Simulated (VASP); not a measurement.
# Mg (Fm-3m) in VASP: settings compared

The runs below take Mg through relaxation of cell and atoms, with r2SCAN, revTPSS, r2SCAN+D3(BJ).

Everything below comes from runs of VASP 6.6.1. Logs are shortened: lines on timing, memory, paths and dates and some standing lists are left out, and cuts for length are marked.

### Step 1. The crystal as given

Symmetry: Fm-3m, No. 225, cubic system. Conventional cell: a = 4.489 Å, b = 4.489 Å, c = 4.489 Å, α = 90.00°, β = 90.00°, γ = 90.00°. Around Mg (site symmetry m-3m) lie 12 Mg at 3.17 Å.

This isn't the form of Mg at room conditions, which is hcp.

### Step 2. Relaxation of cell and atoms, r2SCAN

Input file INCAR:

```
PREC = Accurate ; ENCUT = 600
EDIFF = 1E-7 ; ISMEAR = 1
SIGMA = 0.1 ; LREAL = False
LASPH = True ; NELM = 80
ALGO = Normal ; ISIF = 3
LWAVE = False ; LCHARG = False
METAGGA = R2SCAN ; LMIXTAU = True
IBRION = 2 ; NSW = 60
EDIFFG = -0.02
```

Input file KPOINTS:

```
Automatic mesh
0
Gamma
  10 10 10
```

Input file POSCAR:

```
Mg
1.0
    0.0000000000      2.2442560000      2.2442560000
    2.2442560000      0.0000000000      2.2442560000
    2.2442560000      2.2442560000      0.0000000000
Mg
1
Direct
    0.0000000000      0.0000000000      0.0000000000
```

Potentials or basis: VASP PAW PBE potentials, release 64 (Mg).

The run is started by

```console
> cat potpaw_PBE.64/Mg/POTCAR > POTCAR
> mpirun -np 1 vasp_std > vasp.out
```

OUTCAR:

```text
PREC = Accurate
   ENCUT = 600
   EDIFF = 1E-7
   ISMEAR = 1
   LREAL = False
   LASPH = True
   NELM = 80
   ISIF = 3
   METAGGA = R2SCAN
   IBRION = 2
   NSW = 60
   EDIFFG = -0.02

 ion  position               nearest neighbor table
   1  0.000  0.000  0.000-

  LATTYP: Found a face centered cubic cell.
 ALAT       =     4.4885120000

  Lattice vectors:

 A1 = (   0.0000000000,   2.2442560000,   2.2442560000)
 A2 = (   2.2442560000,   0.0000000000,   2.2442560000)
 A3 = (   2.2442560000,   2.2442560000,   0.0000000000)

Analysis of symmetry for initial positions (statically):
=====================================================================
 Subroutine PRICEL returns:
 Original cell was already a primitive cell.

 Routine SETGRP: Setting up the symmetry group for a
 face centered cubic supercell.

 Subroutine GETGRP returns: Found 48 space group operations
 (whereof 48 operations were pure point group operations)
 out of a pool of 48 trial point group operations.

The static configuration has the point symmetry O_h .

Analysis of symmetry for dynamics (positions and initial velocities):
=====================================================================
 Subroutine PRICEL returns:
 Original cell was already a primitive cell.

 Routine SETGRP: Setting up the symmetry group for a
 face centered cubic supercell.

 Subroutine GETGRP returns: Found 48 space group operations
 (whereof 48 operations were pure point group operations)
 out of a pool of 48 trial point group operations.

The dynamic configuration has the point symmetry O_h .

 Subroutine INISYM returns: Found 48 space group operations
 (whereof 48 operations are pure point group operations),
 and found     1 'primitive' translations

----------------------------------------------------------------------------------------

                                     Primitive cell

  volume of cell :      22.6072

  direct lattice vectors                    reciprocal lattice vectors
     0.000000000  2.244256000  2.244256000    -0.222790983  0.222790983  0.222790983
     2.244256000  0.000000000  2.244256000     0.222790983 -0.222790983  0.222790983
     2.244256000  2.244256000  0.000000000     0.222790983  0.222790983 -0.222790983

  length of vectors
     3.173857273  3.173857273  3.173857273     0.385885302  0.385885302  0.385885302

  position of ions in fractional coordinates (direct lattice)
     0.000000000  0.000000000  0.000000000

  ion indices of the primitive-cell ions
   primitive index   ion index
                 1           1

----------------------------------------------------------------------------------------

 KPOINTS: Automatic mesh

Automatic generation of k-mesh.
 Grid dimensions read from file:
 generate k-points for:   10   10   10

 Generating k-lattice:

  Cartesian coordinates                     Fractional coordinates (reciprocal lattice)
    -0.022279098  0.022279098  0.022279098     0.100000000  0.000000000  0.000000000
     0.022279098 -0.022279098  0.022279098     0.000000000  0.100000000  0.000000000
     0.022279098  0.022279098 -0.022279098     0.000000000  0.000000000  0.100000000

  Length of vectors
     0.038588530  0.038588530  0.038588530

  Shift w.r.t. Gamma in fractional coordinates (k-lattice)
     0.000000000  0.000000000  0.000000000

 Subroutine IBZKPT returns following result:
 ===========================================

 Found     47 irreducible k-points:

 Following reciprocal coordinates:
            Coordinates               Weight
  0.000000  0.000000  0.000000      1.000000
  0.100000  0.000000  0.000000      8.000000
  0.200000  0.000000  0.000000      8.000000
  0.300000  0.000000  0.000000      8.000000
  0.400000  0.000000  0.000000      8.000000
  0.500000  0.000000  0.000000      4.000000
[... 16 lines left out ...]
  0.300000  0.300000  0.000000      6.000000
  0.400000  0.300000  0.000000     24.000000
 [... further k-points ...]
   k-points           NKPTS =     47   k-points in BZ     NKDIM =     47   number of bands    NBANDS=      5
   number of dos      NEDOS =    301   number of ions     NIONS =      1
   total plane-waves  NPLWV =  21952
   dimension x,y,z NGX =    28 NGY =   28 NGZ =   28
   dimension x,y,z NGXF=    56 NGYF=   56 NGZF=   56
   ions per type =               1
   NGX,Y,Z   is equivalent  to a cutoff of  14.67, 14.67, 14.67 a.u.
   NGXF,Y,Z  is equivalent  to a cutoff of  29.33, 29.33, 29.33 a.u.
 SYSTEM =  unknown system
   PREC   = accura    normal or accurate (medium, high low for compatibility)
   ISTART =      0    job   : 0-new  1-cont  2-samecut
   ICHARG =      2    charge: 1-file 2-atom 10-const
   ISPIN  =      1    spin polarized calculation?
   LNONCOLLINEAR =      F non collinear calculations
   LSORBIT =      F    spin-orbit coupling
   LASPH  =      T    aspherical Exc in radial PAW
   ENCUT  =  600.0 eV  44.10 Ry    6.64 a.u.   6.34  6.34  6.34*2*pi/ulx,y,z
   NELM   =     80;   NELMIN=  2; NELMDL= -5     # of ELM steps
   EDIFF  = 0.1E-06   stopping-criterion for ELM
   LREAL  =      F    real-space projection
   EDIFFG = -.2E-01   stopping-criterion for IOM
   NSW    =     60    number of steps for IOM
   IBRION =      2    ionic relax: 0-MD 1-quasi-New 2-CG
   NFREE  =      1    steps in history (QN), initial steepest desc. (CG)
   ISIF   =      3    stress and relaxation
   ISYM   =      2    0-nonsym 1-usesym 2-fastsym
   POTIM  = 0.5000    time-step for ionic-motion
   TEBEG  =    0.0;   TEEND  =   0.0 temperature during run
   PSTRESS=    0.0 pullay stress
   NELECT =       2.0000    total number of electrons
   NUPDOWN=      -1.0000    fix difference up-down
   EMIN   =  10.00;   EMAX   =-10.00  energy-range for DOS
   EFERMI =   0.00;   METHOD = LEGACY
   ISMEAR =     1;   SIGMA  =   0.10  broadening in eV -4-tet -1-fermi 0-gaus
   EFERMI_NEDOS =   21; number of points for ismear=-14 and -15
   IALGO  =     38    algorithm
   IMIX   =      4    mixing-type and parameters
     AMIX     =   0.40;   BMIX     =  1.00
     AMIX_MAG =   1.60;   BMIX_MAG =  1.00
  volume/ion in A,a.u.               =      22.61       152.56
  Fermi-wavevector in a.u.,A,eV,Ry     =   0.729462  1.378483  7.239854  0.532114
  Thomas-Fermi vector in A             =   1.821189
   LORBIT       =      0    0 simple, 1 ext, 2 COOP (PROOUT), +10 PAW based schemes
   METAGGA = R2SCAN    functional components
   LHFCALC =     F    Hartree Fock is set to
   AEXX    =    0.0000 exact exchange contribution
   IVDW    =     0    specifies the selected vdW correction
   LEPSILON=     F    determine dielectric tensor
   LRPA    =     F    only Hartree local field effects (RPA)
 conjugate gradient relaxation of ions
 non-spin polarized calculation
 Methfessel and Paxton  Order N= 1 SIGMA  =   0.10
  energy-cutoff  :      600.00
  volume of cell :       22.61
 maximum number of plane-waves:       769
 NGX is ok and might be reduce to    28
   NGX = 13   NGY = 13   NGZ = 13

 number of electron       2.0000000 magnetization

 Free energy of the ion-electron system (eV)
  ---------------------------------------------------
  ext. energy  EPLUGINS =         0.00000000
  ---------------------------------------------------
  free energy    TOTEN  =        -4.13108250 eV

  energy without entropy =       -4.13061454  energy(sigma->0) =       -4.13092651

 E-fermi :   2.7887     XC(G=0):  -9.0925

 val. band max:        2.7559340353   @ k =  -0.4000   0.2000   0.0000
 cond. band min:       2.8431345420   @ k =  -0.3000   0.4000   0.1000
 fundamental gap:      0.0872005067
 Fermi energy:         2.7886577979

 k-point     1 :       0.0000    0.0000    0.0000
  band No.  band energies     occupation
      1      -4.7345      2.00000
      2      16.0022      0.00000
      3      16.0022      0.00000
      4      16.0022      0.00000
      5      18.3401      0.00000

 k-point     2 :       0.1000    0.0000    0.0000
  band No.  band energies     occupation
      1      -4.4954      2.00000
      2      13.2112      0.00000
      3      15.5787      0.00000
      4      15.5787      0.00000
      5      18.0721      0.00000

 k-point     3 :       0.2000    0.0000    0.0000
  band No.  band energies     occupation
      1      -3.7814      2.00000
      2       9.7148      0.00000
      3      15.0072      0.00000
      4      15.0072      0.00000
      5      17.5365      0.00000

 k-point     4 :       0.3000    0.0000    0.0000
  band No.  band energies     occupation
      1      -2.6032      2.00000
      2       6.4881      0.00000
      3      14.7005      0.00000
      4      14.7005      0.00000
      5      17.1875      0.00000

 k-point     5 :       0.4000    0.0000    0.0000
  band No.  band energies     occupation
      1      -0.9819      2.00000
      2       3.6270     -0.00000
      3      14.6999      0.00000
      4      14.6999      0.00000
      5      16.4506      0.00000

 k-point     6 :       0.5000    0.0000    0.0000
  band No.  band energies     occupation
      1       0.7583      2.00000
      2       1.4724      2.00000
      3      14.8174      0.00000
      4      14.8174      0.00000
      5      15.9377      0.00000
[... 113 lines left out ...]
 k-point    21 :      -0.3000    0.2000    0.0000
  band No.  band energies     occupation
      1      -0.7502      2.00000
      2       5.2241      0.00000
      3       8.5615      0.00000
      4      13.6970      0.00000
      5      15.2696      0.00000

 k-point    22 :      -0.2000    0.2000    0.0000
  band No.  band energies     occupation
      1      -2.2136      2.00000
      2       7.6435      0.00000
      3       9.2188      0.00000
      4      15.1257      0.00000
      5      16.7352      0.00000

 k-point    23 :       0.3000    0.3000    0.0000
  band No.  band energies     occupation
      1      -1.9030      2.00000
      2      10.0376      0.00000
      3      10.4432      0.00000
      4      11.3247      0.00000
      5      11.3248      0.00000

 k-point    24 :       0.4000    0.3000    0.0000
  band No.  band energies     occupation
      1      -0.7495      2.00000
      2       7.8459      0.00000
      3       8.5107      0.00000
      4      10.9948      0.00000
      5      11.8798      0.00000

 [... further k-points ...]

------------------------ aborting loop because EDIFF is reached ----------------------------------------

  FORCE on cell =-STRESS in cart. coord.  units (eV):
  Direction    XX          YY          ZZ          XY          YZ          ZX
  --------------------------------------------------------------------------------------
  -------------------------------------------------------------------------------------
  Total       -0.0044327     -0.0044327     -0.0044327     -0.0000000      0.0000000      0.0000000
  in kB       -0.3141461     -0.3141461     -0.3141461     -0.0000000      0.0000000      0.0000000
  external PRESSURE =      -0.3141461 kB  Pullay stress =       0.0000000 kB

 VOLUME and BASIS-vectors are now :
 -----------------------------------------------------------------------------
  energy-cutoff  :      600.00
  volume of cell :       22.61
      direct lattice vectors                 reciprocal lattice vectors
     0.000000000  2.244256000  2.244256000    -0.222790983  0.222790983  0.222790983
     2.244256000  0.000000000  2.244256000     0.222790983 -0.222790983  0.222790983
     2.244256000  2.244256000  0.000000000     0.222790983  0.222790983 -0.222790983

 POSITION                                       TOTAL-FORCE (eV/Angst)
 -----------------------------------------------------------------------------------
      0.00000      0.00000      0.00000         0.000000      0.000000      0.000000
 -----------------------------------------------------------------------------------
    total drift:                                0.000000     -0.000000     -0.000000

  FREE ENERGIE OF THE ION-ELECTRON SYSTEM (eV)
  ---------------------------------------------------
  free  energy   TOTEN  =        -4.1310825011 eV

  energy  without entropy=       -4.1306145408  energy(sigma->0) =       -4.13092651

 reached required accuracy - stopping structural energy minimisation
```

Wall time 30 s (1 thread of Intel Xeon Platinum 8488C (Sapphire Rapids), shared host); peak memory 0.16 GiB.

Results:

| Quantity | Value |
| --- | --- |
| Free energy | -4.1311 eV |
| Pressure after relaxing | 0.0 GPa |
| Band gap on the k mesh | none (metal or under the smearing width) |

Final structure:
```yaml
crystal:
  lattice:
    - [0.00000, 2.24426, 2.24426]
    - [2.24426, 0.00000, 2.24426]
    - [2.24426, 2.24426, 0.00000]
  atoms:
    - { symbol: Mg, position: [0.00000, 0.00000, 0.00000] }
```

Levels at points of the mesh, in eV from the Fermi level:
```tsv
k point	band 1	band 2	band 3	band 4	band 5
(0.00, 0.00, 0.00)	-7.52	13.21	13.21	13.21	15.55
(0.50, 0.00, 0.00)	-2.03	-1.32	12.03	12.03	13.15
(0.50, 0.50, 0.00)	-0.36	0.82	6.40	7.48	7.48
```

Caveat: the relaxation stopped at its first step, so nothing moved; the PAW data sets were made with another functional, which shifts forces and pressure a little.

(Continued in part 2 of 2.)
